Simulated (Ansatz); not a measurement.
# How much do the gradients of FeS2 depend on the method?

Cell: a measured structure from the Crystallography Open Database (COD), its atoms then relaxed with PBE in this cell.

Space group Pa-3 (No. 205); a = 5.4178 Å.

```csv
site,Wyckoff,site symmetry,x,y,z
Fe,4a,.-3.,0.0000,0.0000,0.0000
S,8c,.3.,0.3828,0.3828,0.3828
```

One atom of each set is listed.

First run. Level of theory: DFT, PBE, plane waves and PAW, scalar-relativistic, collinear spin, 420 eV cutoff, Γ-centred 8×8×8 k-points, Fermi–Dirac smearing 0.05 eV (Ansatz 0.2.0). Start moments as typed (μB): 3 on each Fe, none on the rest.

```json
{"site": "Fe", "V_zz (10²¹ V/m²)": "-3.96", "η": "0.00"}
{"site": "S", "V_zz (10²¹ V/m²)": "14.26", "η": "0.00"}
```

Second run. The same atoms and settings, except that the functional is LDA.

Q: Given the first result, estimate the second.

A: 

| site | V_zz | η | change of V_zz |
| --- | --- | --- | --- |
| Fe | -4.00 | 0.00 | -0.04 |
| S | 13.74 | 0.00 | -0.52 |

The largest change of V_zz is on S, from 14.26 to 13.74. In per cent, |V_zz| changes by +1 on Fe, -4 on S (all sites that start above 0.5).

The start moments die out, and the run ends without spin.
For the first run: With these PAW files V_zz is typically within 2 to 3 % of all-electron values, but misses above 10 % occur on Fe. With a gap of 0.4 eV on this mesh, the gradients can still move by some per cent as the k-mesh gets denser.
For the second run: At this cell the LDA pressure is -12 GPa, so with LDA the cell would shrink if it were relaxed. With a gap of 0.4 eV under a smearing of 0.05 eV the band edges are partly filled, so small gradients can hang on the smearing and the k-mesh.
